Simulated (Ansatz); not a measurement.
**How strongly the parts of phosphorene, 4 layers, S on P sites (96 atoms) bind**

Aim: the interaction energy between the two parts of phosphorene, 4 layers, S on P sites (96 atoms) and its distance dependence.

Calculated with Ansatz 0.2.0; Kohn-Sham DFT, PBE+D3(BJ), PAW (set soft_2), plane waves.

### 1. Set-up

The cell holds 96 atoms: 75 P and 21 S. Cell: a = 10.340 Å, b = 9.102 Å, c = 34.578 Å, α = 90.0°, β = 90.0°, γ = 90.0°. It derives from P (phosphorene) and S. 4 layers of phosphorene (a = 3.314 Å), 3 x 2 cells, biaxial strain +4 %, every second layer slid by 0.500 of a1; facing planes 3.43, 3.33, 3.29 Å apart; 16 Å of vacuum; 21 of 96 P replaced by S at random; displaced by a Gaussian of 0.04 Å. Regions: layer 1, 24 atoms (13 P and 11 S); layer 2, 24 atoms (21 P and 3 S); layer 3, 24 atoms (21 P and 3 S); layer 4, 24 atoms (20 P and 4 S). Vacuum lies along c.

### 2. Single point at the start

The forces at the start show how far the geometry lies from a minimum of this functional.

File input.yaml:

```yaml
crystal:
  lattice:
    - [10.3397, 0.0, 0.0]
    - [0.0, 9.1021, 0.0]
    - [0.0, 0.0, 34.578]
  atoms:
    - { symbol: P, position: [0.99488, 0.03955, 0.29184] }
    - { symbol: S, position: [0.00016, 0.96152, 0.23055] }
    - { symbol: P, position: [0.1693, 0.21221, 0.29181] }
    - { symbol: P, position: [0.16645, 0.29639, 0.2296] }
    - { symbol: P, position: [0.00326, 0.53034, 0.29279] }
    - { symbol: S, position: [0.99624, 0.46094, 0.2295] }
    - { symbol: P, position: [0.16737, 0.70759, 0.29248] }
    - { symbol: S, position: [0.16349, 0.78439, 0.23296] }
    - { symbol: S, position: [0.3417, 0.03897, 0.29375] }
    - { symbol: S, position: [0.34038, 0.95691, 0.23423] }
    - { symbol: P, position: [0.49717, 0.20555, 0.29213] }
    - { symbol: P, position: [0.49569, 0.28246, 0.23146] }
    - { symbol: P, position: [0.33053, 0.53679, 0.2943] }
    - { symbol: S, position: [0.33791, 0.46352, 0.23126] }
    - { symbol: P, position: [0.50621, 0.70536, 0.29232] }
    - { symbol: P, position: [0.50121, 0.78632, 0.23099] }
    - { symbol: S, position: [0.66424, 0.04369, 0.29398] }
    - { symbol: P, position: [0.66426, 0.95883, 0.23053] }
    - { symbol: S, position: [0.83234, 0.20862, 0.29239] }
    - { symbol: P, position: [0.82927, 0.29677, 0.23101] }
    - { symbol: S, position: [0.66854, 0.54557, 0.29332] }
    - { symbol: S, position: [0.67296, 0.45014, 0.23083] }
    - { symbol: P, position: [0.83668, 0.70568, 0.29276] }
    - { symbol: S, position: [0.83663, 0.78742, 0.23222] }
    - { symbol: P, position: [0.16592, 0.03826, 0.45385] }
    - { symbol: P, position: [0.16214, 0.9593, 0.39294] }
    - { symbol: P, position: [0.33186, 0.21156, 0.45295] }
    - { symbol: P, position: [0.33149, 0.29345, 0.3917] }
    - { symbol: P, position: [0.16707, 0.54281, 0.45199] }
    - { symbol: P, position: [0.1704, 0.45748, 0.39087] }
    - { symbol: P, position: [0.3375, 0.71304, 0.4551] }
    - { symbol: P, position: [0.3272, 0.78591, 0.39404] }
    - { symbol: P, position: [0.49951, 0.03813, 0.45324] }
    - { symbol: S, position: [0.49804, 0.95905, 0.39422] }
    - { symbol: S, position: [0.67199, 0.21175, 0.45144] }
    - { symbol: P, position: [0.6619, 0.28959, 0.39334] }
    - { symbol: S, position: [0.49543, 0.53872, 0.455] }
    - { symbol: P, position: [0.497, 0.46336, 0.38992] }
    - { symbol: P, position: [0.6692, 0.71148, 0.45189] }
    - { symbol: P, position: [0.66629, 0.78927, 0.39216] }
    - { symbol: P, position: [0.83237, 0.03207, 0.45275] }
    - { symbol: P, position: [0.83144, 0.95934, 0.393] }
    - { symbol: P, position: [0.00453, 0.20987, 0.45352] }
    - { symbol: P, position: [0.00231, 0.2787, 0.391] }
    - { symbol: P, position: [0.84102, 0.54161, 0.45478] }
    - { symbol: P, position: [0.83408, 0.45653, 0.39326] }
    - { symbol: P, position: [0.00555, 0.71455, 0.45531] }
    - { symbol: P, position: [0.99513, 0.7911, 0.39311] }
    - { symbol: P, position: [0.00716, 0.03877, 0.61145] }
    - { symbol: P, position: [0.00052, 0.96239, 0.55133] }
    - { symbol: P, position: [0.16636, 0.21103, 0.6096] }
    - { symbol: P, position: [0.16813, 0.28177, 0.54973] }
    - { symbol: P, position: [0.00113, 0.54032, 0.61206] }
    - { symbol: S, position: [0.99922, 0.46191, 0.55026] }
    - { symbol: P, position: [0.16482, 0.71016, 0.6107] }
    - { symbol: P, position: [0.17016, 0.79372, 0.5526] }
    - { symbol: P, position: [0.33665, 0.0396, 0.6107] }
    - { symbol: P, position: [0.33625, 0.96609, 0.55262] }
    - { symbol: S, position: [0.49616, 0.21658, 0.61184] }
    - { symbol: P, position: [0.49297, 0.28661, 0.55032] }
    - { symbol: P, position: [0.33466, 0.54213, 0.6136] }
    - { symbol: P, position: [0.33295, 0.45264, 0.55033] }
    - { symbol: P, position: [0.4915, 0.70232, 0.61298] }
    - { symbol: P, position: [0.49894, 0.78798, 0.54987] }
    - { symbol: S, position: [0.66783, 0.03908, 0.61267] }
    - { symbol: P, position: [0.66473, 0.9608, 0.551] }
    - { symbol: P, position: [0.83672, 0.20883, 0.61147] }
    - { symbol: P, position: [0.82682, 0.28828, 0.55004] }
    - { symbol: P, position: [0.6656, 0.53975, 0.61562] }
    - { symbol: P, position: [0.66784, 0.46449, 0.5521] }
    - { symbol: P, position: [0.84446, 0.70729, 0.61261] }
    - { symbol: P, position: [0.8317, 0.78565, 0.55151] }
    - { symbol: P, position: [0.16109, 0.03979, 0.76734] }
    - { symbol: P, position: [0.17201, 0.96012, 0.70744] }
    - { symbol: S, position: [0.33307, 0.21253, 0.77034] }
    - { symbol: S, position: [0.33388, 0.2872, 0.70852] }
    - { symbol: P, position: [0.16207, 0.53845, 0.76872] }
    - { symbol: P, position: [0.16822, 0.45591, 0.70649] }
    [... 12 atom lines left out ...]
    - { symbol: P, position: [0.00027, 0.21241, 0.76981] }
    - { symbol: P, position: [0.00329, 0.28609, 0.70764] }
    - { symbol: P, position: [0.83743, 0.53535, 0.76705] }
    - { symbol: P, position: [0.83269, 0.45521, 0.70621] }
    - { symbol: P, position: [0.0055, 0.71592, 0.76852] }
    - { symbol: P, position: [0.00071, 0.78464, 0.70562] }
kpoints:
  mp_grid: { grid: [1, 2, 1] }
hamiltonian:
  xc: pbe
  dispersion: d3bj
scf:
  occupations: { method: gaussian, width: 0.05 }
output:
  forces: true
```

On the command line:

```bash
ansatz run input.yaml --threads 4 --pin off --max-ram 15872MiB --backend cpu --events-out ev --progress --plain --runs-dir out
```

Numbers of over 12 decimals in the logs are rounded to 6 here.

The log of the run:

```text
[...]
Pseudopotentials: kind: paw
Pseudopotential: P, paw, valence charge 5, recommended cutoff 420 eV (normal), P.paw.azcp
Pseudopotential: S, paw, valence charge 6, recommended cutoff 420 eV (normal), S.paw.azcp
[... 5 lines on functional and potentials left out ...]
Crystal: 96 atoms, lattice volume = 3254.239 Å³
Basis set: ecut = 420 eV, 63495 PW (Γ), exchange–correlation on 144×128×480 points (8 copies of the dense FFT grid, shifted against one another)
Bands: 347, of which v1, the nominal top of the filled ones, is band 251 counted from 1 (250 counted from 0)
Symmetry: 1 space group operations
Space group: P1 (ITA 1), of the structure as read, at distance tolerance 1.5e-4 Å
k-points: 2
[... 5 lines on functional and potentials left out ...]
Initial density: superposition of atomic densities (neutral atoms: chi_scale 0, normalization atom), corrected by the library's trained network
Initial wavefunctions: pseudopotential atomic-orbital guess
[...]
SCF iter   1: F=—  HF=-75621.004302 eV  |F-HF|=—  |Δ(HF+E_count)|=         —  Δρ=7.17e-3  dr2=2.76e1  ethr=1.77e-3  ⟨swp⟩=7.5  Hψ=3609  notcnv=0  defer=61
preconditioner: auto → LDOS  [insulator: Δε(μ)=0.065 eV  Ē_g=8.506 eV  σ=0.050 eV  W_gap=0.52  n_scr=438 (ndim 8)  ℏωp=14.6 eV  f_vac=0.354  D(μ)=34.75/eV (n_scr^D=126)  ε∞_Penn≈3.9  β→1.0]
[...]
SCF iter  17: F=—  HF=-75619.954684 eV  |F-HF|=—  |Δ(HF+E_count)|=  1.16e-10  Δρ=1.08e-6  dr2=1.26e-7  ethr=2.00e-11  ⟨swp⟩=5.0  Hψ=2292  notcnv=0
SCF iter  18: F=-75619.954684 eV  HF=-75619.954684 eV  |F-HF|=4.01e-8  |Δ(HF+E_count)|=   3.75e-9  Δρ=8.09e-7  dr2=7.16e-8  ethr=2.00e-11  ⟨swp⟩=4.0  Hψ=1825  notcnv=0
SCF 1 converged in 18 iterations: F = -75619.954684 eV  dr2 = 7.16e-8
[...]
SCF converged after 18 iterations
Free energy (F): -75619.954684 eV
Harris-Foulkes:  -75619.954684 eV  (|F-HF|=4.01e-8)
Internal energy: -75619.896806 eV  (E = F + TS)
E sigma→0 (E₀):  -75619.925745 eV
Entropy (-TS):   -0.057879 eV (-0.603 meV/atom)
Fermi energy:    2.467132 eV
--- Per-component energies (eV) ---
[...]
Σ components = -75619.954684   (vs F -75619.954684, Δ=0.00e0)
--- Forces (eV/Å), atoms counted from 1 ---
  atom   1  P      0.25824202     1.15637257    -0.69852531
  atom   2  S      0.46407005     2.10852239     0.55189503
  atom   3  P     -0.96785715    -0.11363837    -0.03027922
  atom   4  P      0.61195932     0.12705753     0.06814664
[...]
atom  96  P     -0.28206328     0.69910993     0.31936073
  max |Σ_I F_I| component: 1.01e-5 eV/Å
```

Elapsed: 89 s, on 4 threads of Arm Neoverse V1, shared host; peak memory 11 GiB; 5.8 min of CPU time.

The column dr2 measures how far the density is from self-consistency, as an energy; F and HF (Harris–Foulkes) agree once it is small.

The r.m.s. force at the start is 0.67 eV/Å.

### 3. Relaxation

With the cell held, the atoms are moved downhill towards a nearby minimum.

File input.yaml:

```yaml
crystal:
  lattice:
    - [10.3397, 0.0, 0.0]
    - [0.0, 9.1021, 0.0]
    - [0.0, 0.0, 34.578]
  atoms:
    [... the 96 atom lines of step 2 ...]
kpoints:
  mp_grid: { grid: [1, 2, 1] }
hamiltonian:
  xc: pbe
  dispersion: d3bj
scf:
  occupations: { method: gaussian, width: 0.05 }
output:
  forces: true
relax:
  f_tol: 0.05
  max_steps: 120
```

The log of the run:

```text
[...]
Crystal: 96 atoms, lattice volume = 3254.239 Å³
Basis set: ecut = 420 eV, 63495 PW (Γ), exchange–correlation on 144×128×480 points (8 copies of the dense FFT grid, shifted against one another)
Bands: 347, of which v1, the nominal top of the filled ones, is band 251 counted from 1 (250 counted from 0)
Symmetry: 1 space group operations
[...]
k-points: 2
[...]
SCF iter   1: F=—  HF=-75621.004303 eV  |F-HF|=—  |Δ(HF+E_count)|=         —  Δρ=7.17e-3  dr2=2.76e1  ethr=1.77e-3  ⟨swp⟩=7.5  Hψ=3609  notcnv=0  defer=61
[...]
SCF iter  11: F=—  HF=-75619.954685 eV  |F-HF|=—  |Δ(HF+E_count)|=   8.27e-6  Δρ=2.63e-5  dr2=6.47e-5  ethr=6.29e-8  ⟨swp⟩=2.0  Hψ=719  notcnv=0  defer=160
SCF iter  12: F=-75619.954669 eV  HF=-75619.954685 eV  |F-HF|=1.53e-5  |Δ(HF+E_count)|=   4.61e-7  Δρ=1.42e-5  dr2=2.06e-5  ethr=1.25e-8  ⟨swp⟩=4.0  Hψ=1915  notcnv=0
SCF 1 converged in 12 iterations: F = -75619.954669 eV  dr2 = 2.06e-5
[...]
relax step   1: F+E_penalty+E_count = -75619.95466943 eV  Δ(F+E_penalty+E_count) = +0.000e0 eV  max|allowed force component| = 2.606e0 eV/Å  Δτ_max = 0.0000 Å  (12 SCF iters, dr2 threshold 6.25e-5 eV, accepted)
[...]
relax step   2: F+E_penalty+E_count = -75625.34296586 eV  Δ(F+E_penalty+E_count) = -5.388e0 eV  max|allowed force component| = 2.432e0 eV/Å  Δτ_max = 0.1972 Å  (10 SCF iters, dr2 threshold 1.00e-4 eV, accepted)
[...]
relax step   3: F+E_penalty+E_count = -75629.44030572 eV  Δ(F+E_penalty+E_count) = -4.097e0 eV  max|allowed force component| = 2.033e0 eV/Å  Δτ_max = 0.1948 Å  (11 SCF iters, dr2 threshold 1.00e-4 eV, accepted)
relax step   4: F+E_penalty+E_count = -75632.12240241 eV  Δ(F+E_penalty+E_count) = -2.682e0 eV  max|allowed force component| = 1.550e0 eV/Å  Δτ_max = 0.1953 Å  (11 SCF iters, dr2 threshold 1.00e-4 eV, accepted)
relax step   5: F+E_penalty+E_count = -75634.12922654 eV  Δ(F+E_penalty+E_count) = -2.007e0 eV  max|allowed force component| = 9.578e-1 eV/Å  Δτ_max = 0.2000 Å  (14 SCF iters, dr2 threshold 1.00e-4 eV, accepted)
relax step   6: F+E_penalty+E_count = -75635.53255504 eV  Δ(F+E_penalty+E_count) = -1.403e0 eV  max|allowed force component| = 7.424e-1 eV/Å  Δτ_max = 0.1944 Å  (14 SCF iters, dr2 threshold 1.00e-4 eV, accepted)
relax step   7: F+E_penalty+E_count = -75636.41599914 eV  Δ(F+E_penalty+E_count) = -8.834e-1 eV  max|allowed force component| = 8.003e-1 eV/Å  Δτ_max = 0.2000 Å  (10 SCF iters, dr2 threshold 1.00e-4 eV, accepted)
relax step   8: F+E_penalty+E_count = -75637.13330185 eV  Δ(F+E_penalty+E_count) = -7.173e-1 eV  max|allowed force component| = 4.822e-1 eV/Å  Δτ_max = 0.1919 Å  (9 SCF iters, dr2 threshold 1.00e-4 eV, accepted)
relax step   9: F+E_penalty+E_count = -75637.61338174 eV  Δ(F+E_penalty+E_count) = -4.801e-1 eV  max|allowed force component| = 2.572e-1 eV/Å  Δτ_max = 0.2000 Å  (8 SCF iters, dr2 threshold 8.44e-5 eV, accepted)
relax step  10: F+E_penalty+E_count = -75637.95976563 eV  Δ(F+E_penalty+E_count) = -3.464e-1 eV  max|allowed force component| = 2.142e-1 eV/Å  Δτ_max = 0.1941 Å  (10 SCF iters, dr2 threshold 1.88e-5 eV, accepted)
relax step  11: F+E_penalty+E_count = -75638.25537942 eV  Δ(F+E_penalty+E_count) = -2.956e-1 eV  max|allowed force component| = 3.356e-1 eV/Å  Δτ_max = 0.1945 Å  (11 SCF iters, dr2 threshold 1.31e-5 eV, accepted)
relax step  12: F+E_penalty+E_count = -75638.49497435 eV  Δ(F+E_penalty+E_count) = -2.396e-1 eV  max|allowed force component| = 3.429e-1 eV/Å  Δτ_max = 0.1936 Å  (10 SCF iters, dr2 threshold 7.81e-5 eV, accepted)
relax step  13: F+E_penalty+E_count = -75638.66008723 eV  Δ(F+E_penalty+E_count) = -1.651e-1 eV  max|allowed force component| = 5.576e-1 eV/Å  Δτ_max = 0.1942 Å  (9 SCF iters, dr2 threshold 1.00e-4 eV, accepted)
relax step  14: F+E_penalty+E_count = -75638.82010295 eV  Δ(F+E_penalty+E_count) = -1.600e-1 eV  max|allowed force component| = 6.780e-1 eV/Å  Δτ_max = 0.1456 Å  (8 SCF iters, dr2 threshold 1.00e-4 eV, accepted)
relax step  15: F+E_penalty+E_count = -75639.00777968 eV  Δ(F+E_penalty+E_count) = -1.877e-1 eV  max|allowed force component| = 4.938e-1 eV/Å  Δτ_max = 0.1947 Å  (6 SCF iters, dr2 threshold 1.00e-4 eV, accepted)
relax step  16: F+E_penalty+E_count = -75639.12068759 eV  Δ(F+E_penalty+E_count) = -1.129e-1 eV  max|allowed force component| = 3.320e-1 eV/Å  Δτ_max = 0.0949 Å  (6 SCF iters, dr2 threshold 1.00e-4 eV, accepted)
relax step  17: F+E_penalty+E_count = -75639.22307097 eV  Δ(F+E_penalty+E_count) = -1.024e-1 eV  max|allowed force component| = 3.624e-1 eV/Å  Δτ_max = 0.1801 Å  (7 SCF iters, dr2 threshold 4.98e-5 eV, accepted)
relax step  18: F+E_penalty+E_count = -75639.30348052 eV  Δ(F+E_penalty+E_count) = -8.041e-2 eV  max|allowed force component| = 3.306e-1 eV/Å  Δτ_max = 0.1455 Å  (6 SCF iters, dr2 threshold 5.94e-5 eV, accepted)
relax step  19: F+E_penalty+E_count = -75639.43135584 eV  Δ(F+E_penalty+E_count) = -1.279e-1 eV  max|allowed force component| = 4.114e-1 eV/Å  Δτ_max = 0.1944 Å  (7 SCF iters, dr2 threshold 9.09e-5 eV, accepted)
relax step  20: F+E_penalty+E_count = -75639.50499167 eV  Δ(F+E_penalty+E_count) = -7.364e-2 eV  max|allowed force component| = 3.648e-1 eV/Å  Δτ_max = 0.1407 Å  (7 SCF iters, dr2 threshold 1.00e-4 eV, accepted)
relax step  21: F+E_penalty+E_count = -75639.58602030 eV  Δ(F+E_penalty+E_count) = -8.103e-2 eV  max|allowed force component| = 1.912e-1 eV/Å  Δτ_max = 0.0821 Å  (7 SCF iters, dr2 threshold 1.00e-4 eV, accepted)
relax step  22: F+E_penalty+E_count = -75639.63257551 eV  Δ(F+E_penalty+E_count) = -4.656e-2 eV  max|allowed force component| = 2.968e-1 eV/Å  Δτ_max = 0.0983 Å  (7 SCF iters, dr2 threshold 1.00e-5 eV, accepted)
relax step  23: F+E_penalty+E_count = -75639.68174138 eV  Δ(F+E_penalty+E_count) = -4.917e-2 eV  max|allowed force component| = 3.972e-1 eV/Å  Δτ_max = 0.1033 Å  (7 SCF iters, dr2 threshold 2.42e-5 eV, accepted)
relax step  24: F+E_penalty+E_count = -75639.79992006 eV  Δ(F+E_penalty+E_count) = -1.182e-1 eV  max|allowed force component| = 4.574e-1 eV/Å  Δτ_max = 0.1936 Å  (6 SCF iters, dr2 threshold 1.00e-4 eV, accepted)
relax step  25: F+E_penalty+E_count = -75639.90286370 eV  Δ(F+E_penalty+E_count) = -1.029e-1 eV  max|allowed force component| = 3.166e-1 eV/Å  Δτ_max = 0.1945 Å  (7 SCF iters, dr2 threshold 1.00e-4 eV, accepted)
relax step  26: F+E_penalty+E_count = -75639.90735595 eV  Δ(F+E_penalty+E_count) = -4.492e-3 eV  max|allowed force component| = 3.350e-1 eV/Å  Δτ_max = 0.0907 Å  (6 SCF iters, dr2 threshold 4.80e-5 eV, accepted)
relax step  27: F+E_penalty+E_count = -75639.94365712 eV  Δ(F+E_penalty+E_count) = -3.630e-2 eV  max|allowed force component| = 3.526e-1 eV/Å  Δτ_max = 0.1279 Å  (7 SCF iters, dr2 threshold 5.38e-5 eV, accepted)
relax step  28: F+E_penalty+E_count = -75639.95269119 eV  Δ(F+E_penalty+E_count) = -9.034e-3 eV  max|allowed force component| = 1.995e-1 eV/Å  Δτ_max = 0.0918 Å  (6 SCF iters, dr2 threshold 1.00e-4 eV, accepted)
relax step  29: F+E_penalty+E_count = -75639.87229372 eV  Δ(F+E_penalty+E_count) = +8.040e-2 eV  max|allowed force component| = 1.052e0 eV/Å  Δτ_max = 0.2000 Å  (9 SCF iters, dr2 threshold 1.27e-5 eV, rejected (line search))
relax step  30: F+E_penalty+E_count = -75639.97551199 eV  Δ(F+E_penalty+E_count) = -2.282e-2 eV  max|allowed force component| = 6.278e-2 eV/Å  Δτ_max = 0.0753 Å  (12 SCF iters, accepted)
relax step  31: F+E_penalty+E_count = -75639.97951921 eV  Δ(F+E_penalty+E_count) = -4.007e-3 eV  max|allowed force component| = 1.058e-1 eV/Å  Δτ_max = 0.0453 Å  (11 SCF iters, accepted)
relax step  32: F+E_penalty+E_count = -75639.98851291 eV  Δ(F+E_penalty+E_count) = -8.994e-3 eV  max|allowed force component| = 9.775e-2 eV/Å  Δτ_max = 0.0309 Å  (11 SCF iters, accepted)
relax step  33: F+E_penalty+E_count = -75640.00405310 eV  Δ(F+E_penalty+E_count) = -1.554e-2 eV  max|allowed force component| = 1.212e-1 eV/Å  Δτ_max = 0.1527 Å  (9 SCF iters, dr2 threshold 8.16e-6 eV, accepted)
relax step  34: F+E_penalty+E_count = -75640.01855164 eV  Δ(F+E_penalty+E_count) = -1.450e-2 eV  max|allowed force component| = 7.709e-2 eV/Å  Δτ_max = 0.0443 Å  (6 SCF iters, dr2 threshold 1.25e-5 eV, accepted)
relax step  35: F+E_penalty+E_count = -75640.02899016 eV  Δ(F+E_penalty+E_count) = -1.044e-2 eV  max|allowed force component| = 5.958e-2 eV/Å  Δτ_max = 0.0394 Å  (11 SCF iters, accepted)
relax step  36: F+E_penalty+E_count = -75640.03415164 eV  Δ(F+E_penalty+E_count) = -5.161e-3 eV  max|allowed force component| = 6.393e-2 eV/Å  Δτ_max = 0.0561 Å  (11 SCF iters, accepted)
[...]
relax step  37: F+E_penalty+E_count = -75640.03713702 eV  Δ(F+E_penalty+E_count) = -2.985e-3 eV  max|allowed force component| = 4.771e-2 eV/Å  Δτ_max = 0.0195 Å  (10 SCF iters, accepted)
SCF converged after 10 iterations
Free energy (F): -75640.037137 eV
[...]
Internal energy: -75640.009210 eV  (E = F + TS)
E sigma→0 (E₀):  -75640.023173 eV
Entropy (-TS):   -0.027927 eV (-0.291 meV/atom)
Fermi energy:    1.915364 eV
[...]
Σ components = -75640.037137   (vs F -75640.037137, Δ=0.00e0)
--- Forces (eV/Å), atoms counted from 1 ---
  atom   1  P      0.00392368     0.00192652     0.00686974
  atom   2  S     -0.01032252    -0.01024274     0.00515251
  atom   3  P     -0.01305442     0.00469670    -0.00478657
  atom   4  P      0.04770961    -0.03268149     0.04426690
[...]
atom  96  P      0.00025776     0.00263118     0.00688813
  max |Σ_I F_I| component: 1.14e-5 eV/Å
--- Relaxed structure (37 steps of the walk, 36 accepted, 0 SCFs on fresh bases) ---
  F+E_penalty+E_count = -75640.03713702 eV   max|allowed force component| = 4.771e-2 eV/Å
  atoms:
    - { symbol: P, position: [0.979847, 0.140078, 0.321146] }
    - { symbol: S, position: [0.012223, 1.097145, 0.260149] }
    - { symbol: P, position: [0.140052, 0.313454, 0.318272] }
    - { symbol: P, position: [0.124992, 0.295425, 0.254087] }
[...]
- { symbol: P, position: [0.00773708, 0.771244, 0.683502] }
```

It took 31 min on 4 threads; peak memory 11 GiB.

The relaxation converged after 37 steps, 20.1 eV below its start, with a largest force component of 0.048 eV/Å.

[end of part 1 of 3]

[Logs are printed without paths, hosts, clocks, repeated set-up lines and the standing remarks that a program may print on its own settings, such as how far it seeks lower states.]

[Hosts, paths, dates, database ids (printed as entryN), source tags and the programs' standing remarks are cut or masked in the printed files.]
